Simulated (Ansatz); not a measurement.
## Field gradients of SiO₂ from run to run

Cell of run 1: a computed structure from the Materials Project (it need not be an observed phase), atoms as given.

Space group Pccn (No. 56); a = 4.7116, b = 8.0926, c = 8.5306 Å.

| site | Wyckoff | site symmetry | x | y | z |
| --- | --- | --- | --- | --- | --- |
| Si | 8e | 1 | 0.1440 | 0.0630 | 0.1591 |
| O9 | 8e | 1 | 0.5883 | 0.0542 | 0.7990 |
| O12 | 4c | ..2 | 0.2500 | 0.2500 | 0.6393 |
| O16 | 4a | -1 | 0.0000 | 0.5000 | 0.5000 |

One atom of each set is listed.

All runs are DFT with Ansatz 0.2.0 (plane waves and PAW, scalar-relativistic unless spin–orbit coupling is named, Γ-centred meshes, Fermi–Dirac smearing where given) in this cell.

Run 1: PBE, atoms as given; 420 eV, 5×3×3 k-points, smearing 0.02 eV.
Run 2: r2SCAN, atoms as given; 500 eV, 5×3×3 k-points, smearing 0.02 eV.
Run 3: PBE, gradients read without the response of the cores, atoms as given; 420 eV, 5×3×3 k-points, smearing 0.02 eV.

| run | Si V_zz (η) | O9 V_zz (η) | O12 V_zz (η) | O16 V_zz (η) |
| --- | --- | --- | --- | --- |
| 1 | 0.77 (0.88) | 8.83 (0.32) | 10.13 (0.07) | 10.27 (0.04) |
| 2 | 0.74 (0.90) | 8.69 (0.32) | 9.97 (0.07) | 10.12 (0.04) |
| 3 | ? | ? | ? | ? |

V_zz in 10²¹ V/m².

(1) Estimate the row of run 3.

Results:

(1) Si: 0.72 (0.88); O9: 9.11 (0.32); O12: 10.47 (0.07); O16: 10.62 (0.04). It lies nearest to run 1, from whose tensors on these sites it differs by 0.35 at most (largest principal value of the difference, on O16). Taken one at a time, the response of the cores moves the tensors on these sites by up to 0.35 (largest principal value of the change, on O16), the functional (r2SCAN with its higher cutoff) by 0.16 (O12).

In runs 1, 3 the atoms aren't at the calculated equilibrium (largest force 0.36, 0.36 eV/Å). The cell isn't the equilibrium one in runs 1, 3 (calculated pressure 5, 5 GPa), and the entry's cell may itself be off.
